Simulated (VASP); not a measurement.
**ZnSe (Stilleite): G0W0 quasiparticle levels with PBEsol**

**The experiment to reproduce.**

“Alloy Disordering Effects on the Thermal Conductivity and Energy Gap Temperature Dependence of Cd1−xZnxSe Ternary Crystals Grown by the Bridgman Method”, 2023, pmc:10253836 reports, for a bulk crystal of ZnSe at 300 K: band gap 2.695 ± 0.003 eV (an exciton energy, a little under the gap).

Crystal: ZnSe (Stilleite).

```
Zn Se
1.0
     0.00000    2.83380    2.83380
     2.83380    0.00000    2.83380
     2.83380    2.83380    0.00000
Zn Se
1 1
Direct
  0.00000 0.00000 0.00000
  0.25000 0.25000 0.25000
```

```yaml
Program: VASP 6.6.1
Task: G0W0 quasiparticle levels
Functional: PBEsol
Potentials_or_basis: VASP PAW PBE potentials, release 64 (Zn_GW, Se_GW)
Cutoff: 450 eV
k_mesh: 5 × 5 × 5
Occupations: gaussian, width 0.01 eV
Spin: no spin polarisation
Cutoff_of_the_response_function: 230
Empty_bands: 220
GW_scheme: G0W0
GW_iterations: 1
Frequency_points: 50
Further_INCAR_settings: ALGO = EVGW0; EDIFF = 1e-08; NBANDS = 229
```

```json
{"Band gap on the k mesh, mean-field level": "1.16 eV, direct", "Quasiparticle gap": "2.38 eV", "Least direct quasiparticle gap": "2.38 eV"}
```

Levels at points of the mesh, in eV from the valence-band top:
```tsv
k point	band 7	band 8	band 9	band 10	band 11	band 12
(0.00, 0.00, 0.00)	0.00	0.00	0.00	1.16	5.72	5.72
```

Run time: 3.3 min on 8 MPI ranks on Intel(R) Xeon(R) Platinum 8259CL CPU @ 2.50GHz (Skylake/Cascade Lake), on a shared host, peak memory 0.82 GiB a rank.

A measured gap of ZnSe is 2.695 eV (an exciton energy, a little under the gap; 300 K; “Alloy Disordering Effects on the Thermal Conductivity and Energy Gap Temperature Dependence of Cd1−xZnxSe Ternary Crystals Grown by the Bridgman Method”, 2023, pmc:10253836); the calculated 2.38 eV misses it by -0.31 eV. Spin-orbit coupling on Se is left out. The value is that of G0W0 on PBEsol, without temperature or zero-point motion.

Caveat: bands, screening cutoff and mesh are small and nothing is extrapolated, so the quasiparticle values aren't converged.
